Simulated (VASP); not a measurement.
Output of a VASP run:

**OSZICAR**
```
       N       E                     dE             d eps       ncg     rms          rms(c)
DAV:   1     0.306301576399E+03    0.30630E+03   -0.28747E+04   672   0.120E+03
DAV:   2    -0.900059323867E+02   -0.39631E+03   -0.38556E+03   824   0.286E+02
DAV:   3    -0.111308145664E+03   -0.21302E+02   -0.21218E+02   768   0.733E+01
DAV:   4    -0.111524105195E+03   -0.21596E+00   -0.21566E+00   768   0.817E+00
DAV:   5    -0.111527482112E+03   -0.33769E-02   -0.33766E-02   736   0.980E-01    0.202E+01
DAV:   6    -0.995957765393E+02    0.11932E+02   -0.53582E+01   720   0.334E+01    0.687E+00
DAV:   7    -0.995117880846E+02    0.83988E-01   -0.87766E-01   736   0.481E+00    0.389E+00
DAV:   8    -0.994960661917E+02    0.15722E-01   -0.24867E-01   728   0.314E+00    0.645E-01
DAV:   9    -0.995056046827E+02   -0.95385E-02   -0.27871E-02   736   0.904E-01    0.313E-01
DAV:  10    -0.995073208159E+02   -0.17161E-02   -0.21864E-03   752   0.260E-01    0.127E-01
DAV:  11    -0.995076220334E+02   -0.30122E-03   -0.66792E-04   752   0.135E-01    0.501E-02
DAV:  12    -0.995076781327E+02   -0.56099E-04   -0.12122E-04   720   0.557E-02    0.103E-02
DAV:  13    -0.995076769492E+02    0.11835E-05   -0.99689E-06   768   0.159E-02    0.202E-03
DAV:  14    -0.995076770250E+02   -0.75816E-07   -0.77839E-07   480   0.480E-03
   1 F= -.99507677E+02 E0= -.99507677E+02  d E =-.389702E-17
```

OUTCAR:
```
------------------------ aborting loop because EDIFF is reached ----------------------------------------
  FORCE on cell =-STRESS in cart. coord.  units (eV):
  Direction    XX          YY          ZZ          XY          YZ          ZX
  --------------------------------------------------------------------------------------
  Total       -9.9437234     -9.9437234     -9.9437234      0.0000000     -0.0000000     -0.0000000
  in kB     -113.0876332   -113.0876332   -113.0876332      0.0000000     -0.0000000     -0.0000000
  external PRESSURE =    -113.0876332 kB  Pullay stress =       0.0000000 kB
  volume of cell :      140.88
      direct lattice vectors                 reciprocal lattice vectors
     0.000000000  4.129887000  4.129887000    -0.121068688  0.121068688  0.121068688
     4.129887000  0.000000000  4.129887000     0.121068688 -0.121068688  0.121068688
     4.129887000  4.129887000  0.000000000     0.121068688  0.121068688 -0.121068688
 POSITION                                       TOTAL-FORCE (eV/Angst)
 -----------------------------------------------------------------------------------
      2.06494      2.06494      2.06494         0.000000      0.000000      0.000000
      0.00000      0.00000      0.00000         0.000000      0.000000      0.000000
      5.16236      3.09742      3.09742         0.000000      0.000000      0.000000
      3.09742      3.09742      5.16236         0.000000      0.000000      0.000000
      3.09742      5.16236      3.09742         0.000000      0.000000      0.000000
      5.16236      5.16236      5.16236         0.000000      0.000000      0.000000
      7.11398      7.11398      7.11398        -0.030097     -0.030097     -0.030097
      3.21074      5.04903      5.04903         0.030097     -0.030097     -0.030097
      5.27568      5.27568      7.11398         0.030097      0.030097     -0.030097
      5.04903      3.21074      5.04903        -0.030097      0.030097     -0.030097
      7.11398      5.27568      5.27568        -0.030097      0.030097      0.030097
      3.21074      3.21074      3.21074         0.030097      0.030097      0.030097
      5.27568      7.11398      5.27568         0.030097     -0.030097      0.030097
      5.04903      5.04903      3.21074        -0.030097     -0.030097      0.030097
 -----------------------------------------------------------------------------------
    total drift:                               -0.000000     -0.000000     -0.000000
  FREE ENERGIE OF THE ION-ELECTRON SYSTEM (eV)
  ---------------------------------------------------
  free  energy   TOTEN  =       -99.5076770250 eV

  energy  without entropy=      -99.5076770250  energy(sigma->0) =      -99.50767703
```
(Selected blocks of OUTCAR.)

**POSCAR**
```
MgAl2O4
1
    0.0000000000     4.1298870000     4.1298870000
    4.1298870000     0.0000000000     4.1298870000
    4.1298870000     4.1298870000     0.0000000000
Mg Al O
2 4 8
Direct
  0.2500000000   0.2500000000   0.2500000000
  0.0000000000   0.0000000000   0.0000000000
  0.1250000000   0.6250000000   0.6250000000
  0.6250000000   0.6250000000   0.1250000000
  0.6250000000   0.1250000000   0.6250000000
  0.6250000000   0.6250000000   0.6250000000
  0.8612800000   0.8612800000   0.8612800000
  0.8338400000   0.3887200000   0.3887200000
  0.8612800000   0.8612800000   0.4161600000
  0.3887200000   0.8338400000   0.3887200000
  0.4161600000   0.8612800000   0.8612800000
  0.3887200000   0.3887200000   0.3887200000
  0.8612800000   0.4161600000   0.8612800000
  0.3887200000   0.3887200000   0.8338400000
```

Task: Reconstruct the remaining input files.

Result: One answer among several that fit: the input of the run itself, PBE GGA, plane waves, VASP's PBE PAW potentials (set 64).

### INCAR
```
ALGO  =  Normal
EDIFF  =  1E-6
ENCUT  =  400
GGA  =  PE
ISIF  =  2
ISMEAR  =  0
LASPH  =  .True.
LCHARG  =  .False.
LREAL  =  Auto
LWAVE  =  .False.
NELM  =  100
PREC  =  Accurate
SIGMA  =  0.05
SYSTEM  =  MgAl2O4
```

**KPOINTS**
```
Regular mesh
0
Gamma
4 4 4
0 0 0
```

POTCAR, in this order: Mg Al O (PBE.64 set). Program: vasp_std.

At this cut-off the stress carries a Pulay error, which pulls relaxed volumes low.

The structure comes from a computed database's MgAl2O4 entry; how it stands against other phases isn't given here. The cell was not relaxed at this level.
